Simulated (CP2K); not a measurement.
# HgTe (I-4m2) in CP2K: settings compared, part 2 of 3

CP2K 2026.2. Earlier steps stand in the parts before.

## 4. Relaxation of cell and atoms, PBE+D3(BJ)

Contents of hgte_vcrelax.inp:

```
&GLOBAL
  PROJECT hgte_vcrelax
  RUN_TYPE CELL_OPT
  PRINT_LEVEL LOW
&END GLOBAL
&FORCE_EVAL
  METHOD QS
  STRESS_TENSOR ANALYTICAL
  &DFT
    BASIS_SET_FILE_NAME BASIS_MOLOPT_UZH
    POTENTIAL_FILE_NAME POTENTIAL_UZH
    &MGRID
      CUTOFF 450
      REL_CUTOFF 60
      NGRIDS 5
    &END MGRID
    &QS
      METHOD GPW
      EPS_DEFAULT 1.0E-9
      EXTRAPOLATION USE_PREV_P
    &END QS
    &KPOINTS
      SCHEME MONKHORST-PACK 7 7 7
      GAMMA_CENTERED T
    &END KPOINTS
    &SCF
      SCF_GUESS ATOMIC
      EPS_SCF 1.0E-6
      MAX_SCF 100
      ADDED_MOS 10
      CHOLESKY OFF
      EPS_EIGVAL 1.0E-7
      &DIAGONALIZATION ON
        ALGORITHM STANDARD
      &END DIAGONALIZATION
      &MIXING ON
        METHOD BROYDEN_MIXING
        ALPHA 0.4
        BETA 1.5
        NBUFFER 8
      &END MIXING
      &SMEAR ON
        METHOD FERMI_DIRAC
        ELECTRONIC_TEMPERATURE [K] 580.226
      &END SMEAR
    &END SCF
    &XC
      &XC_FUNCTIONAL PBE
      &END XC_FUNCTIONAL
      &VDW_POTENTIAL
        POTENTIAL_TYPE PAIR_POTENTIAL
        &PAIR_POTENTIAL
          TYPE DFTD3(BJ)
          REFERENCE_FUNCTIONAL PBE
          PARAMETER_FILE_NAME dftd3.dat
          R_CUTOFF 20
        &END PAIR_POTENTIAL
      &END VDW_POTENTIAL
    &END XC
    &PRINT
      &KPOINTS ON
      &END KPOINTS
      &MULLIKEN ON
        &EACH
          CELL_OPT 0
        &END EACH
        ADD_LAST NUMERIC
      &END MULLIKEN
      &MO ON
        ENERGIES T
        OCCUPATION_NUMBERS T
        &EACH
          QS_SCF 0
          CELL_OPT 0
        &END EACH
        ADD_LAST NUMERIC
      &END MO
    &END PRINT
  &END DFT
  &SUBSYS
    &CELL
      A 4.5807373659 0.0000000000 0.0000000000
      B -3.5190045688 2.9325350228 0.0000000000
      C -0.5308663985 -1.4662675114 4.3071330682
      PERIODIC XYZ
    &END CELL
    &COORD
      Hg  2.2903686830 0.0000000000 2.1535665341
      Te  0.0000000000 0.0000000000 0.0000000000
    &END COORD
    &KIND Hg
      BASIS_SET DZVP-MOLOPT-PBE-GTH-q12
      POTENTIAL GTH-PBE-q12
    &END KIND
    &KIND Te
      BASIS_SET DZVP-MOLOPT-PBE-GTH-q6
      POTENTIAL GTH-PBE-q6
    &END KIND
    &PRINT
      &ATOMIC_COORDINATES ON
      &END ATOMIC_COORDINATES
      &CELL ON
      &END CELL
      &SYMMETRY ON
      &END SYMMETRY
    &END PRINT
  &END SUBSYS
  &PRINT
    &FORCES ON
    &END FORCES
    &STRESS_TENSOR ON
    &END STRESS_TENSOR
  &END PRINT
&END FORCE_EVAL
&MOTION
  &CELL_OPT
    OPTIMIZER BFGS
    MAX_ITER 40
    MAX_FORCE [eV*angstrom^-1] 0.05
    RMS_FORCE [eV*angstrom^-1] 0.05
    MAX_DR 1.0E-2
    RMS_DR 1.0E-2
    EXTERNAL_PRESSURE [bar] 0.0
    PRESSURE_TOLERANCE [bar] 500
    KEEP_SPACE_GROUP T
  &END CELL_OPT
  &PRINT
    &TRAJECTORY ON
    &END TRAJECTORY
    &CELL ON
    &END CELL
    &FORCES ON
    &END FORCES
    &STRESS ON
    &END STRESS
    &RESTART OFF
    &END RESTART
    &RESTART_HISTORY OFF
    &END RESTART_HISTORY
  &END PRINT
&END MOTION
```

Potentials or basis: POTENTIAL_UZH Hg GTH-PBE-q12, Te GTH-PBE-q6; DZVP-MOLOPT-PBE-GTH basis.

On the command line:

```sh
$ OMP_NUM_THREADS=1 cp2k.psmp -i hgte_vcrelax.inp -o hgte_vcrelax.out
```

hgte_vcrelax.out:

```text

 CP2K| version string:                                       CP2K version 2026.2
 CP2K| Input file name                                          hgte_vcrelax.inp

 GLOBAL| Force Environment number                                              1
 GLOBAL| Basis set file name                                    BASIS_MOLOPT_UZH
 GLOBAL| Potential file name                                       POTENTIAL_UZH
 GLOBAL| MM Potential file name                                     MM_POTENTIAL
 GLOBAL| Coordinate file name                                      __STD_INPUT__
 GLOBAL| Method name                                                        CP2K
 GLOBAL| Project name                                               hgte_vcrelax
 GLOBAL| Run type                                                       CELL_OPT
 GLOBAL| FFT library                                                       FFTW3
 GLOBAL| Diagonalization library                                       ScaLAPACK
[... 7 lines left out ...]
 GLOBAL| CPU model name                                                  UNKNOWN

 CELL| Volume [angstrom^3]:                                            57.858463
 CELL| Vector a [angstrom]:       4.581     0.000     0.000   |a| =     4.580737
 CELL| Vector b [angstrom]:      -3.519     2.933     0.000   |b| =     4.580737
 CELL| Vector c [angstrom]:      -0.531    -1.466     4.307   |c| =     4.580737
 CELL| Angle (b,c), alpha [degree]:                                    96.655021
 CELL| Angle (a,c), beta  [degree]:                                    96.655021
 CELL| Angle (a,b), gamma [degree]:                                   140.194129
 CELL| Numerically orthorhombic:                                              NO
 CELL| Periodicity                                                           XYZ

 CELL_REF| Volume [angstrom^3]:                                        57.858463
 CELL_REF| Vector a [angstrom     4.581     0.000     0.000   |a| =     4.580737
 CELL_REF| Vector b [angstrom    -3.519     2.933     0.000   |b| =     4.580737
 CELL_REF| Vector c [angstrom    -0.531    -1.466     4.307   |c| =     4.580737
 CELL_REF| Angle (b,c), alpha [degree]:                                96.655021
 CELL_REF| Angle (a,c), beta  [degree]:                                96.655021
 CELL_REF| Angle (a,b), gamma [degree]:                               140.194129
 CELL_REF| Numerically orthorhombic:                                          NO
 CELL_REF| Periodicity                                                       XYZ
[... 10 lines left out ...]

  Total number of            - Atomic kinds:                                   2
                             - Atoms:                                          2
                             - Shell sets:                                     2
[... 760 lines left out ...]

 --------------------------
 OPTIMIZATION STEP:      5
 --------------------------
[... 609 lines left out ...]
 OPT|
 OPT| RMS step size                                                 0.0012262981
 OPT| Convergence limit for RMS step size                           0.0100000000
 OPT| RMS step size is converged                                             YES
 OPT|
 OPT| Maximum gradient                                              0.0000867127
 OPT| Convergence limit for maximum gradient                        0.0009723453
 OPT| Maximum gradient is converged                                          YES
 OPT|
 OPT| RMS gradient                                                  0.0000288006
 OPT| Convergence limit for RMS gradient                            0.0009723453
 OPT| RMS gradient is converged                                              YES
 OPT|
 OPT| Pressure deviation [bar]                                    227.5254276152
 OPT| Pressure tolerance [bar]                                    500.0000000000
 OPT| Pressure is converged                                                  YES
 OPT| **************************************************************************

 *******************************************************************************
 ***                    GEOMETRY OPTIMIZATION COMPLETED                      ***
 *******************************************************************************

 write_final_structure: Optimization converged, writing XYZ file gladly:
  hgte_vcrelax-FINAL-1_9.xyz

 write_final_structure: Optimization converged, writing CIF file gladly:
  hgte_vcrelax-FINAL-1_9.cif

 write_final_structure: Done!

                    Reevaluating energy at the minimum

 CELL| Volume [angstrom^3]:                                            55.475157
 CELL| Vector a [angstrom]:       4.543     0.000     0.000   |a| =     4.543292
 CELL| Vector b [angstrom]:      -3.545     2.843     0.000   |b| =     4.544007
 CELL| Vector c [angstrom]:      -0.531    -1.466     4.294   |c| =     4.568839
 CELL| Angle (b,c), alpha [degree]:                                    96.325465
 CELL| Angle (a,c), beta  [degree]:                                    96.672817
 CELL| Angle (a,b), gamma [degree]:                                   141.264892
 CELL| Numerically orthorhombic:                                              NO
 CELL| Periodicity                                                           XYZ
[... 386 lines left out ...]
 MO|     18               0.869431              23.658420               0.000000
 MO|     19               1.031979              28.081570               0.000000
 MO| Sum:                                                              20.000000
 MO| E(Fermi):            0.229763 a.u.          6.252178 eV
 MO| Band gap:            0.032942 a.u.          0.896389 eV

 [... the levels of further k-points ...]

 !-----------------------------------------------------------------------------!
                     Mulliken Population Analysis

 #  Atom  Element  Kind  Atomic population                           Net charge
       1     Hg       1         12.255123                             -0.255123
       2     Te       2          5.744877                              0.255123
 # Total charge                             18.000000                  0.000000

 !-----------------------------------------------------------------------------!

 ENERGY| Total FORCE_EVAL ( QS ) energy [hartree]            -49.298997585519551
```

It took 3.3 min on 1 thread of Arm Neoverse V1, shared host; peak memory 0.35 GiB.

Results:

```yaml
Free_energy: -1341.4939 eV
Relaxed_volume: 27.74 Å³/atom
Relaxed_cell: a = 4.543 Å, b = 4.544 Å, c = 4.569 Å, α = 96.33°, β = 96.67°, γ = 141.26°
Space_group_after_relaxing_to_0.05_Å: C2 (No. 5)
Energy_gained_by_relaxing: 13.6 meV/atom
Ionic_steps: 11
Pressure_after_relaxing: 0.0 GPa
Band_gap_on_the_k_mesh: none (metal or under the smearing width)
Mulliken_charges: Hg -0.26; Te +0.26 e
```

The path:
| step | energy change (eV) | largest force (eV/Å) | volume (Å³) |
| --- | --- | --- | --- |
| 1 | 0.0000 | 0.0000 | 57.86 |
| 2 | -0.0026 | 0.0001 | 57.73 |
| 3 | -0.0235 | 0.0019 | 54.68 |
| 4 | -0.0270 | 0.0015 | 55.63 |
| 5 | -0.0272 | 0.0015 | 55.44 |
| 6 | -0.0272 | 0.0015 | 55.42 |
| 7 | -0.0272 | 0.0015 | 55.42 |
| 8 | -0.0272 | 0.0015 | 55.42 |
| 9 | -0.0272 | 0.0015 | 55.44 |
| 10 | -0.0272 | 0.0015 | 55.48 |
| 11 | -0.0272 | 0.0015 | 55.48 |

Final structure:
```
Hg Te
1.0
     4.54329    0.00000    0.00000
    -3.54454    2.84328    0.00000
    -0.53090   -1.46631    4.29446
Hg Te
1 1
Direct
  0.75000 0.25000 0.50000
  0.00000 0.00000 0.00000
```

Caveat: Mulliken charges move with the basis; with these potentials and basis sets, volumes of gold and of layered tellurides can stand 1.5 % and more from those of plane-wave programs; the basis of atomic orbitals isn't converged, which shifts pressures, moduli and gaps; pairwise dispersion overbinds metals, which lowers pressure and volume. The run has no spin-orbit coupling, so splittings on Hg, Te are missing.

## 5. Relaxation of cell and atoms, PBE+D4

hgte_vcrelax.inp, as its differences from that of step 4:

```diff
@@ -52,6 +52,5 @@
         &PAIR_POTENTIAL
-          TYPE DFTD3(BJ)
+          TYPE DFTD4
           REFERENCE_FUNCTIONAL PBE
-          PARAMETER_FILE_NAME dftd3.dat
-          R_CUTOFF 20
+          D4_CUTOFF 20
         &END PAIR_POTENTIAL
```

On the command line:

```sh
$ OMP_NUM_THREADS=1 cp2k.psmp -i hgte_vcrelax.inp -o hgte_vcrelax.out
```

Wall time 3 min (1 thread of Arm Neoverse V1, shared host); peak memory 0.34 GiB.

The run converged. Its results:

```yaml
Free_energy: -1341.5455 eV
Relaxed_volume: 27.74 Å³/atom
Relaxed_cell: a = 4.543 Å, b = 4.544 Å, c = 4.569 Å, α = 96.33°, β = 96.67°, γ = 141.26°
Space_group_after_relaxing_to_0.05_Å: C2 (No. 5)
Energy_gained_by_relaxing: 13.6 meV/atom
Ionic_steps: 11
Pressure_after_relaxing: 0.0 GPa
Band_gap_on_the_k_mesh: none (metal or under the smearing width)
Mulliken_charges: Hg -0.26; Te +0.26 e
```

Stress tensor (GPa, compression positive):
```
 0.04  0.00  0.20
 0.00  0.03  0.15
 0.20  0.15 -0.01
```

The path:
```csv
step,energy change (eV),largest force (eV/Å),volume (Å³)
1,0.0000,0.0000,57.86
2,-0.0026,0.0001,57.73
3,-0.0235,0.0019,54.69
4,-0.0270,0.0015,55.63
5,-0.0272,0.0015,55.44
6,-0.0272,0.0015,55.42
7,-0.0272,0.0015,55.42
8,-0.0272,0.0015,55.42
9,-0.0272,0.0015,55.44
10,-0.0272,0.0015,55.47
11,-0.0272,0.0015,55.47
```

Final structure:
```
CELL_PARAMETERS angstrom
4.54327 0.00000 0.00000
-3.54445 2.84336 0.00000
-0.53090 -1.46631 4.29434
ATOMIC_POSITIONS crystal
Hg 0.75000 0.25000 0.50000
Te 0.00000 0.00000 0.00000
```

Levels at points of the mesh, in eV from the Fermi level:
```csv
k point,band 7,band 8,band 9,band 10,band 11,band 12
"(0.00, 0.00, 0.00)",-3.63,-2.79,-2.76,4.04,5.00,7.20
```

Caveat: Mulliken charges move with the basis; with these potentials and basis sets, volumes of gold and of layered tellurides can stand 1.5 % and more from those of plane-wave programs; the basis of atomic orbitals isn't converged, which shifts pressures, moduli and gaps; pairwise dispersion overbinds metals, which lowers pressure and volume. Spin-orbit coupling is left out, which matters for the levels of Hg, Te.

(Part 2 of 3 ends here.)
